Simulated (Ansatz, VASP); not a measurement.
**LiF (Griceite): VASP beside Ansatz**

INCAR

```
  PREC = Accurate
  ENCUT = 520
  EDIFF = 1E-7
  ISMEAR = -1
  SIGMA = 0.05
  LREAL = F
  LASPH = T
  NELM = 60
  ALGO = Normal
  ISIF = 2
  LWAVE = F
  LCHARG = F
  GGA = PE
  NBANDS = 12
```

File KPOINTS:

```
Automatic mesh
0
Gamma
  11 11 11
```

POSCAR

```
LiF
1.0
    0.0000000000      1.9867804471      1.9867804471
    1.9867804471      0.0000000000      1.9867804471
    1.9867804471      1.9867804471      0.0000000000
F Li
1 1
Direct
    0.5000000000      0.5000000000      0.5000000000
    0.0000000000      0.0000000000      0.0000000000
```

Contents of input.yaml:

```yaml
crystal:
  lattice:
    - [0.0, 1.9867804471, 1.9867804471]
    - [1.9867804471, 0.0, 1.9867804471]
    - [1.9867804471, 1.9867804471, 0.0]
  atoms:
    - { symbol: F, position: [0.5, 0.5, 0.5] }
    - { symbol: Li, position: [0.0, 0.0, 0.0] }
hamiltonian:
  xc: pbe
  pseudopotentials: { kind: paw }
kpoints:
  mp_grid: { grid: [11, 11, 11] }
scf:
  occupations: { method: fermi_dirac, width: 0.05 }
output:
  forces: true
  stress: true
  eigenvalues: true
```

Change from the starting cell: volume scaled by 0.96.

Alike in both runs: task single point; functional PBE; k mesh 11 × 11 × 11; occupations fermi-dirac, width 0.05 eV; no spin polarisation.

|  | VASP | Ansatz |
| --- | --- | --- |
| version | VASP 6.6.1 | Ansatz 0.2.0 |
| potentials or method | VASP PAW PBE potentials, release 64 (F, Li_sv) | Ansatz PAW |
| plane-wave cutoff (eV) | 520 | 420 |
| valence electrons in the cell | 10 | 10 |

```tsv
	VASP	Ansatz	Ansatz less VASP
gap on the k mesh at the Fermi level (eV)	9.46	9.46	-0.003
least direct gap on the mesh (eV)	9.46	9.46	-0.003
```

Caveats: an odd mesh through Γ misses points on the zone boundary, where band edges often lie (VASP); odd divisions of the mesh miss points on the zone boundary, where band edges often lie, so the gap on the mesh can be too wide (Ansatz).
